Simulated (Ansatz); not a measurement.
Er (bcc)

Level of theory: DFT, PBE with spin–orbit coupling, two-component spinors; plane waves to 420 eV with PAW datasets (Ansatz 0.2.0), 14×14×14 k-mesh, Gaussian smearing of 0.05 eV; PAW files: Ansatz's generated set soft_2.

```
CELL_PARAMETERS angstrom
-2.03097 2.03097 2.03097
2.03097 -2.03097 2.03097
2.03097 2.03097 -2.03097
ATOMIC_POSITIONS crystal
Er 0.00000 0.00000 0.00000
```

At room temperature and ambient pressure Er is hcp.

Magnetic state: ferromagnetic, site spin moments Er 2.04 μB, along [001] (Cartesian), which lowers the symmetry.

Cell and atoms are those of this level's equilibrium.

The electronic state has lower symmetry than the lattice and leaves a non-hydrostatic stress of up to 0.2 GPa in this cell.

Path: Γ–H–N–Γ–P–H | P–N, with Γ = (0.000, 0.000, 0.000), H = (0.500, -0.500, 0.500), N = (0.000, 0.000, 0.500), P = (0.250, 0.250, 0.250) in reciprocal vectors of the calculation's cell.

**Question.** Is it a metal or an insulator, and if it has a gap, where are the band edges on this path?

**Answer.** A metal: bands cross the Fermi level.

Bands as a text map, energy in eV from the Fermi level (dashes), each leg drawn with the same width:
```
  2.75 | ***  *         *           *  **                             
  2.50 |*******       ***            ***                              
  2.25 |******         *           ******              *              
  2.00 |   *                       **   *              *              
  1.75 |    *           *         *      *                            
  1.50 |                 *       *        *                           
  1.25 |                 *      **        *           *               
  1.00 |     *            * * ***          *          *              *
  0.75 |                  ******           **                    *****
  0.50 |      *          **                 ***  *****       *******  
  0.25 |**************************************************************
  0.00 |*******-******--**********************************************
 -0.25 |       *       *                       ********    ***        
 -0.50 |*****   ********    *******************    *  *****   ********
 -0.75 |**************************************************************
 -1.00 |**************************************************************
 -1.25 |**************************************************************
 -1.50 |**************************************************************
 -1.75 |      *          **                                       **  
 -2.00 |**************************************************************
 -2.25 |*********    ***************************  *****      *********
 -2.50 |**************************************************************
 -2.75 |    **********************         ***************************
 -3.00 |**************************************************************
 -3.25 |    *                   *                                     
 -3.50 |                                                              
 -3.75 |                         *        *                           
 -4.00 |   *                                                          
        Γ         H         N         Γ         P         HP         N
```

Without a U the open 4f shell is pinned at the Fermi level, an artefact: in the real crystal it splits into occupied and empty levels away from it, and its large orbital moment is underestimated. Site moments are of spin, integrated over Gaussian weights of 0.5 Å, which gives about a tenth less on f atoms than spheres do. Only parallel moments were tried, so the real magnetic order may be another.

A lower state of the open shells can't be excluded, and forces and pressures are less sure for it.

On the Er 4f shell the spin moment is 2.08 μB and the orbital moment 2.88 μB, parallel to it, 4.96 μB net (projected on atomic orbitals, along the moments' axis).
